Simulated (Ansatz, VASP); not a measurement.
# Two plane-wave programs on Al

```
Al
1.0
     0.00000    2.01996    2.01996
     2.01996    0.00000    2.01996
     2.01996    2.01996    0.00000
Al
1
Direct
  0.00000 0.00000 0.00000
```

Alike in both runs: task single point; functional PBE; k mesh 13 × 13 × 13; occupations fermi-dirac, width 0.2 eV; no spin polarisation.

|  | VASP | Ansatz |
| --- | --- | --- |
| version | VASP 6.6.1 | Ansatz 0.2.0 |
| potentials or method | VASP PAW PBE potentials, release 64 (Al) | plane waves (420 eV) with PAW, scalar-relativistic |
| plane-wave cutoff (eV) | 520 | 420 |
| valence electrons in the cell | 3 | 3 |

|  | VASP | Ansatz | Ansatz less VASP |
| --- | --- | --- | --- |
| pressure (GPa) | 0.2 | 0.2 | +0.04 |

The functional is the same, so the differences come from potentials, cutoffs and numerics.
